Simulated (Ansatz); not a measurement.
# BaTiO3 (P4mm) in Ansatz: single point with r2SCANh

Aim: the single point of BaTiO3 with r2SCANh.

All numbers are computed with Ansatz 0.2.0; they aren't measurements. Logs are shortened: lines on timing, memory, paths and dates and some standing lists are left out, and cuts for length are marked.

## 1. The crystal as given

The structure is tetragonal, space group P4mm (No. 99). Conventional cell: a = 4.000 Å, b = 4.000 Å, c = 4.018 Å, α = 90.00°, β = 90.00°, γ = 90.00°. Ba (site symmetry 4mm) has 12 O at 2.79 to 2.88 Å as nearest neighbours. Around Ti (site symmetry 4mm) lie 6 O at 1.89 to 2.13 Å. Around O (site symmetry 2mm) lie 2 Ti at 2.00 Å. Around O (site symmetry 4mm) lie 2 Ti at 1.89 to 2.13 Å.

## 2. Single point, r2SCANh

Input file input.yaml:

```yaml
crystal:
  lattice:
    - [3.9998, 0.0, 0.0]
    - [0.0, 3.9998, 0.0]
    - [0.0, 0.0, 4.018]
  atoms:
    - { symbol: Ba, position: [0.0, 0.0, 0.0] }
    - { symbol: Ti, position: [0.5, 0.5, 0.49] }
    - { symbol: O, position: [0.0, 0.5, 0.517] }
    - { symbol: O, position: [0.5, 0.0, 0.517] }
    - { symbol: O, position: [0.5, 0.5, 0.019] }
hamiltonian:
  xc: r2scanh
  pseudopotentials: { kind: paw }
kpoints:
  mp_grid: { grid: [4, 4, 4] }
scf:
  occupations: { method: fermi_dirac, width: 0.05 }
output:
  forces: true
  stress: true
  eigenvalues: true
  write_density: true
  write_potential: true
  elf: true
  volumetric_format: npy
```

Potentials or basis: Ansatz PAW.

Command:

```sh
> ansatz run input.yaml --threads 2 --pin off --max-ram 5632MiB --backend cpu --events-out ev --progress --plain --runs-dir out
```

Standard output:

```text
Warning: output.stress: scf.convergence.dr2_threshold = 1e-7 eV (the SCF's general default) is looser than the 5e-10 eV advised for a printed stress (1e-10 eV for each atom of the cell: 5). What an SCF threshold leaves in a stress goes as its square root, and in the free energy as the threshold itself, and one threshold admits the most on a small cell: of the crystals measured, under no hybrid functional and no lock of the moments, on runs that ended without the residual-converged pass, on stresses that held no estimate of that error, the worst erred by over 100 MPa in a component at 1e-7 eV an atom and by under 5 at 1e-10. Set scf.convergence.dr2_threshold to 5e-10 eV or tighter. The threshold is an SCF's pass mark: one that does not reach it within its budget of iterations ends unconverged, or closes short of it on a stop that the run arms, and scf.convergence.dr2_threshold's page says what that costs each kind of run
Warning: output.stress: scf.exx.energy_threshold = 1e-6 eV is looser than the 5e-8 eV advised for a stress under a hybrid functional (1e-8 eV for each atom of the cell: 5). Every SCF of the exchange loop can meet its threshold on dr2 while the loop round them stops early: no threshold on dr2 bounds what that leaves in the stress. Set scf.exx.energy_threshold to 5e-8 eV or tighter. The threshold is the loop's pass mark: a loop that does not reach it within its budget of cycles ends unconverged, and scf.exx.energy_threshold's page has the law
Warning: RAYON_NUM_THREADS=2 ignored (pool sized by the plan → 2); use --threads N
Engine: ansatz 0.2.0, aarch64-unknown-linux-gnu
Pseudopotentials: kind: paw
Pseudopotential: Ba, paw, valence charge 10, recommended cutoff 500 eV (meta_gga), Ba.paw.azcp
Pseudopotential: Ti, paw, valence charge 12, recommended cutoff 500 eV (meta_gga), Ti.paw.azcp
Pseudopotential: O, paw, valence charge 6, recommended cutoff 500 eV (meta_gga), O.paw.azcp
Functional definition: r2SCANh
  parameter a = 0.1
  parameter k0 = 0.174
  parameter k1 = 0.065
  parameter a1 = 4.9479
  exchange = (1 - a)*r2scan_x(k0 = k0, k1 = k1, a1 = a1) + a*exact_x
  correlation = r2scan_c
Crystal: 5 atoms, lattice volume = 64.282 Å³
Basis set: ecut = 500 eV, 1647 PW (Γ), exchange–correlation on 120×120×120 points (64 copies of the dense FFT grid, shifted against one another)
Bands: 25, of which v1, the nominal top of the filled ones, is band 20 counted from 1 (19 counted from 0)
Symmetry: 8 space group operations
Space group: P4mm (ITA 99), of the structure as read, at distance tolerance 4.0e-5 Å
k-points: 18 of 64 (time reversal used)
Non-local potential: Ba, projectors of the file, l = 0: 3, l = 1: 2, l = 2: 2, l = 3: 2
Non-local potential: Ti, projectors of the file, l = 0: 3, l = 1: 2, l = 2: 3, l = 3: 1
Non-local potential: O, projectors of the file, l = 0: 2, l = 1: 2, l = 2: 1
PAW form: soft (Blöchl's): semilocal exchange-correlation on the pseudo side does not see the compensation charge
PAW frozen core: Ba, regenerated for the run's functional, and the local potential with it (the file was generated under x = pbe(κ = 0.804, μ = 0.2195149727645171), c = pbe(β = 0.06672455060314922))
PAW frozen core: Ti, regenerated for the run's functional, and the local potential with it (the file was generated under x = pbe(κ = 0.804, μ = 0.2195149727645171), c = pbe(β = 0.06672455060314922))
PAW frozen core: O, regenerated for the run's functional, and the local potential with it (the file was generated under x = pbe(κ = 0.804, μ = 0.2195149727645171), c = pbe(β = 0.06672455060314922))
PAW one-centre angular grid: Ba, 302 points (default); XC on 160 Gauss nodes
PAW one-centre angular grid: Ti, 590 points (default); XC on 160 Gauss nodes
PAW one-centre angular grid: O, 302 points (default); XC on 160 Gauss nodes
Initial density: superposition of atomic densities (neutral atoms: chi_scale 0, normalization atom), corrected by the library's trained network
Initial wavefunctions: pseudopotential atomic-orbital guess
Functional: x = r2scan, c = r2scan; τ floored in thin density (d = 2e-4 eV/Å³), warm-up for x = 0.9 r2scan + 0.1 exact, c = r2scan; τ floored in thin density (d = 2e-4 eV/Å³)
[... 32 lines left out ...]
SCF 3 converged in 4 iterations: F = -10182.792897 eV  dr2 = 2.72e-10
  Residual-converged pass: ⟨swp⟩=3.0  Hψ=977  notcnv=0  max |occ|·‖R‖ = 6.9e-7 eV (tolerance 7.0e-7 eV)  dr2=2.75e-10  dr2_τ=3.59e-11  dr2_onsite=4.14e-11  max |Δocc| = 9.6e-23
hybrid outer 2: dexx = +1.990e-8 eV, tail = 8.30e-10 eV, Δε = 8.22e-4 eV (about 1.61e-5 eV left of the loop's levels), ΔF = 1.42e-3 eV/Å (tail 8.05e-5)
hybrid SCF converged: 2 outer / 11 inner (+6 warm-up), last move |dexx| = 1.99e-8 eV, tail = 8.30e-10 eV
Stability not checked: this state was not tested for a lower state beside it, because the functional holds exact exchange (a hybrid, or Hartree-Fock), whose exchange loop this test does not read (fock_operator; see scf.lower_state_search)
Free energy (F): -10182.792897 eV
Frozen-core exchange: fock
Harris-Foulkes:  -10182.792897 eV  (|F-HF|=1.46e-10)
Internal energy: -10182.792897 eV  (E = F + TS)
E sigma→0 (E₀):  -10182.792897 eV
Fermi energy:    10.987509 eV
--- Per-component energies (eV) ---
  E_band       = -210.398052
  E_kinetic    = 973.698904
  E_local      = -2095.005842  (includes V_loc(G=0)·N_el)
  E_nonlocal   = 197.279372
  E_hartree    = 816.885821
  E_xc         = -432.611277
  E_vxc        = -546.413507  (∫ρ·V_xc dr)
  E_exx        = -53.470150  (= α·E_x^exact, valence–valence)
  E_paw        = -6772.809796  (= ΣΔE_a)
  E_vpaw       = -298.343577  (= ΣTr[D̂ρ^β])
  E_aug_tail   = 0.003060  (compensation charges beyond the density's cutoff)
  E_vtau       = 31.551864  (kinetic-family band-sum trace: ∫τ·v_τ [+ j·A + Jᵃ·Aᵃ] dr)
  E_ewald      = -2816.377938
  E_core_change = -0.385051  (= ΣΔE_core)
  E_smearing   = -0.000000  (= −TS)
  E_closure    = -0.000000  (closes the sum)
  Σ components = -10182.792897   (vs F -10182.792897, Δ=0.00e0)
--- Forces (eV/Å), atoms counted from 1 ---
  atom   1  Ba     0.00000000     0.00000000     0.05153031
  atom   2  Ti    -0.00000000     0.00000000    -0.29900167
  atom   3  O     -0.00000000    -0.00000000    -0.13151282
  atom   4  O     -0.00000000     0.00000000    -0.13151282
  atom   5  O      0.00000000     0.00000000     0.51047325
  max |Σ_I F_I| component: 2.37e-5 eV/Å
--- Stress (GPa, compression-positive) ---
       -2.627053       0.000000       0.000000
        0.000000      -2.627053       0.000000
        0.000000       0.000000      -1.792955
  P = ⅓ Tr σ = -2.3490 GPa (-23.490 kbar)
--- Band table (eV; the first three rows and the last of 18) ---
  k-point 0: bands = ["-50.8348", "-25.4864", "-25.4507", "-25.4507", "-16.3291", "-8.8984", "-8.2848", "-8.2217", "-0.7439", "-0.7439", "-0.7415", "7.0103", "7.0329", "7.0329", "8.1733", "8.1733", "8.2614", "9.1994", "9.2338", "9.2338", "12.4655", "12.6671", "12.6671", "14.5834", "14.6877"]
  k-point 1: bands = ["-50.8343", "-25.5131", "-25.4494", "-25.4494", "-16.2617", "-8.9510", "-8.2066", "-8.1989", "-0.6546", "-0.6546", "-0.5268", "6.0728", "6.8527", "6.8527", "7.7350", "7.7350", "7.8687", "8.1956", "8.9860", "8.9860", "12.5285", "13.5208", "13.5208", "14.5835", "15.9216"]
  k-point 2: bands = ["-50.8340", "-25.5399", "-25.4482", "-25.4482", "-16.1920", "-9.1013", "-8.1913", "-7.9927", "-0.5604", "-0.5604", "-0.3123", "5.1798", "6.5773", "6.5773", "7.4936", "7.4936", "7.5101", "7.5284", "8.7729", "8.7729", "12.5939", "14.2839", "14.2839", "14.5850", "16.7901"]
  k-point 17: bands = ["-50.8322", "-25.5330", "-25.4998", "-25.4998", "-16.0298", "-8.0703", "-7.9735", "-7.9735", "-1.4977", "-1.4977", "-1.4723", "4.7413", "5.3948", "5.4330", "7.0082", "7.0082", "7.0402", "9.3855", "9.3855", "9.4742", "14.9548", "14.9548", "14.9656", "17.6071", "17.8085"]
```

rho_z.tsv:

```text
# z_ang	rho[e/angstrom^3]
# format = ansatz-planar-average/11
# lattice	3.999800000	0.000000000	0.000000000
# lattice	0.000000000	3.999800000	0.000000000
# lattice	0.000000000	0.000000000	4.018000000
# sites	5
# site	56	0.000000000	0.000000000	0.000000000
# site	22	1.999900000	1.999900000	1.968820000
# site	8	0.000000000	1.999900000	2.077306000
# site	8	1.999900000	0.000000000	2.077306000
# site	8	1.999900000	1.999900000	0.076342000
0.000000	7.369894e-1
0.133933	7.418775e-1
0.267867	6.938418e-1
0.401800	6.039959e-1
0.535733	4.943057e-1
0.669667	3.882639e-1
[... 22 lines left out ...]
3.750133	5.941047e-1
3.884067	6.822115e-1
```

Wall time 39 s (2 threads of Arm Neoverse V2, shared host); peak memory 1.8 GiB.

What came out:

- Free energy: -10182.7929 eV
- Pressure: -2.3 GPa
- Largest force: 0.510 eV/Å
- Band gap on the k mesh: 2.99 eV, indirect (least direct gap 3.23 eV)

Forces in eV/Å, atoms in the order of the input:
```
Ba   0.000  0.000  0.052
Ti   0.000  0.000 -0.299
O    0.000  0.000 -0.132
O    0.000  0.000 -0.132
O    0.000  0.000  0.510
```

Stress tensor (GPa, compression positive):
```
-2.63  0.00  0.00
 0.00 -2.63  0.00
 0.00  0.00 -1.79
```

Levels at points of the mesh, in eV from the valence-band top:
| k point | band 16 | band 17 | band 18 | band 19 | band 20 | band 21 | band 22 | band 23 | band 24 | band 25 |
| --- | --- | --- | --- | --- | --- | --- | --- | --- | --- | --- |
| (0.00, 0.00, 0.00) | -1.30 | -1.21 | -0.27 | -0.24 | -0.24 | 2.99 | 3.19 | 3.19 | 5.11 | 5.21 |
| (0.00, 0.00, -0.50) | -1.98 | -1.96 | -1.95 | -0.70 | -0.70 | 3.12 | 4.81 | 4.81 | 5.11 | 7.32 |
| (0.00, -0.50, 0.00) | -1.94 | -1.86 | -1.75 | -0.94 | -0.86 | 3.31 | 4.75 | 4.78 | 5.17 | 7.18 |
| (0.00, -0.50, -0.50) | -2.70 | -1.81 | -0.91 | -0.89 | -0.14 | 4.78 | 4.83 | 5.25 | 6.04 | 9.05 |
| (-0.50, -0.50, 0.00) | -2.75 | -1.87 | -0.98 | -0.98 | -0.05 | 4.80 | 4.80 | 5.27 | 5.92 | 9.08 |
| (-0.50, -0.50, -0.50) | -2.47 | -2.43 | -0.09 | -0.09 | 0.00 | 5.48 | 5.48 | 5.49 | 8.13 | 8.33 |

Caveat: spin-orbit coupling is left out, which moves the levels of the heavy elements; the PAW data sets come from PBE, with cores solved anew for the run's functional, which leaves a small shift of forces and pressure; the thresholds are loose for stress. A k mesh can miss the band edges.
